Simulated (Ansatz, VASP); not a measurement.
## One calculation of B, two programs

```
B
1.0
    -1.14413    1.14413    1.14413
     1.14413   -1.14413    1.14413
     1.14413    1.14413   -1.14413
B
1
Cartesian
  0.0000 0.0000 0.0000
```

Alike in both runs: functional PBE; k mesh 23 × 23 × 23; occupations fermi-dirac, width 0.08 eV; no spin polarisation.

Ansatz relaxed the structure, and its values are those at the end. VASP's run is a single point on that final structure, the one shown.

|  | VASP | Ansatz |
| --- | --- | --- |
| version | VASP 6.6.1 | Ansatz 0.2.0 |
| potentials or method | VASP PAW PBE potentials, release 64 (B), cutoff 520 eV | all-electron LAPW, scalar-relativistic |

```tsv
	VASP	Ansatz	Ansatz less VASP
pressure (GPa)	5.9	5.9	+0.03
```

Ansatz ran all-electron here, so the differences hold the error of VASP's frozen core and of both bases.
